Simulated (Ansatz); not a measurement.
# Which way does BaO + ZnS ⇌ BaS + ZnO run?

Plane-wave DFT in Ansatz with scalar-relativistic PAW potentials, cutoff 420 eV, Γ-centred meshes chosen by cell and gap, Gaussian smearing with energies taken to zero width. Every cell was relaxed (cell and atoms) in a run of its own, within the symmetry of its start. Functional: PBE.

Total energies hold large constants for each element; a whole number of eV per atom of each element is taken off below, which cancels in a balanced reaction.

```tsv
compound	lowest structure computed	structures tried	V (Å³/atom)	gap on mesh (eV)	E (eV per formula unit, common shift removed)
BaO	Fm-3m	3	21.65	2.10	-4.5463
ZnS	F-43m	11	20.15	2.02	-1.7344
BaS	Fm-3m	6	33.21	2.23	-3.8642
ZnO	P6_3mc	4	12.32	0.74	-2.8466
```

Q: Work out the reaction energy at 0 K.

A: ΔE = E(BaS) + E(ZnO) − E(BaO) − E(ZnS) = -0.430 eV, or -41 kJ per mole of reaction (-107 meV/atom). The right side is lower: Ba takes S and Zn takes O. Pauling's electronegativities (Ba 0.89, Zn 1.65; O 3.44, S 2.58) would pair Ba with O, the most ionic bond; the result goes the other way, so matching of sizes, lattice energies or covalent bonding outweigh it. All four are computed as solids; where they are solids at ordinary conditions entropy changes little. A lower structure that wasn't tried would shift the value, and mixed crystals may lie lower than either side.

Spin-orbit coupling is left out, which matters for the bands of heavy elements.